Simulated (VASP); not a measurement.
Calculation: PBE GGA, VASP's PBE PAW potentials (set 64) (plane waves; VASP).

Input for VASP

INCAR:
```
# general
SYSTEM  = AlSb
PREC    = Normal
ENCUT   = 350
LREAL   = .False.
LASPH   = .True.
NBANDS  = 869

# electronic loop
EDIFF   = 1E-8
NELM    = 1
ALGO    = Exact

# smearing
ISMEAR  = 0
SIGMA   = 0.01

# functional
GGA     = PE

# output
LWAVE   = .True.
LCHARG  = .False.

# other
LOPTICS = .True.
```

### KPOINTS
```
Automatic
0
gamma
  4 4 4
```

POSCAR:
```
AlSb
1
    0.0000000000     3.0285080000     3.0285080000
    3.0285080000     0.0000000000     3.0285080000
    3.0285080000     3.0285080000     0.0000000000
Al Sb
1 1
Direct
  0.0000000000   0.0000000000   0.0000000000
  0.2500000000   0.2500000000   0.2500000000
```

POTCAR, in this order: Al_GW Sb_d_GW (PBE.64 set). Program: vasp_std. Read from the step before: WAVECAR.

The run wrote:

OSZICAR:
```
       N       E                     dE             d eps       ncg     rms          rms(c)
DIA:   1    -0.804890830423E+01   -0.80489E+01    0.00000E+00     0   0.000E+00
   1 F= -.80489083E+01 E0= -.80489083E+01  d E =-.109359-118
 imaginary and real dielectric function
```

**OUTCAR**
```


 plasma frequency squared (from intraband transitions) (eV^2)
  --------------------------------------------------------------------------------------
       0.000       0.000      -0.000
       0.000       0.000       0.000
      -0.000       0.000       0.000

 plasma frequency squared (from interband transitions, int dw w eps(2)(w)) (eV^2)
  --------------------------------------------------------------------------------------
     583.159       0.000      -0.000       0.000      -0.000       0.000
      -0.000      -0.000     583.159       0.000      -0.000      -0.000
      -0.000      -0.000      -0.000       0.000     583.159       0.000
```
(Selected blocks of OUTCAR.)

OUTCAR:
```
 val. band max:        3.7911885252   @ k =   0.0000   0.0000   0.0000

 cond. band min:       4.9270466338   @ k =   0.5000   0.5000   0.0000



 k-point     1 :       0.0000    0.0000    0.0000
  band No.  band energies     occupation
      1     -24.3660      2.00000
      2     -24.3660      2.00000
      3     -24.3660      2.00000
      4     -24.3414      2.00000
      5     -24.3414      2.00000
      6      -7.1730      2.00000
      7       3.7912      2.00000
      8       3.7912      2.00000
      9       3.7912      2.00000
     10       5.7066      0.00000
     11       6.9205      0.00000
     12       6.9205      0.00000
     13       6.9206      0.00000
     14      10.4051      0.00000
     15      11.6313      0.00000
     16      11.6313      0.00000
     17      13.3278      0.00000
     18      13.3278      0.00000
     19      13.3278      0.00000
     20      16.5606      0.00000
     21      24.6855      0.00000
     22      24.6855      0.00000
     23      24.6855      0.00000
     24      24.7717      0.00000
     25      24.7718      0.00000
     26      24.7718      0.00000
     27      26.5867      0.00000
     28      26.5867      0.00000
     29      27.3319      0.00000
     30      27.3319      0.00000
     31      27.3319      0.00000
     32      32.7342      0.00000
     33      33.0222      0.00000
     34      33.0222      0.00000
     35      33.0223      0.00000
     36      35.3794      0.00000
     37      36.7351      0.00000
     38      36.7351      0.00000
     39      37.5557      0.00000
     40      37.5557      0.00000
     41      37.5557      0.00000
     42      37.5967      0.00000
     43      37.5969      0.00000
     44      37.5969      0.00000
     45      40.1843      0.00000
     46      40.1843      0.00000
     47      40.1843      0.00000
     48      40.4417      0.00000
     49      40.4417      0.00000
     50      40.4417      0.00000
     51      40.4905      0.00000
     52      40.4905      0.00000
...
```

The density is held fixed in this step, so its total energy and stress have no physical meaning. Unless said otherwise, spin-orbit coupling is left out, though it shifts the bands of the heavy elements here.

The compound is AlSb in the zinc blende structure. This cell is one point of a volume scan, at 0.96 of the reference volume. The k-mesh is coarse (spacing up to 0.45 per Å, 2π included), so the numbers may not be converged in it.
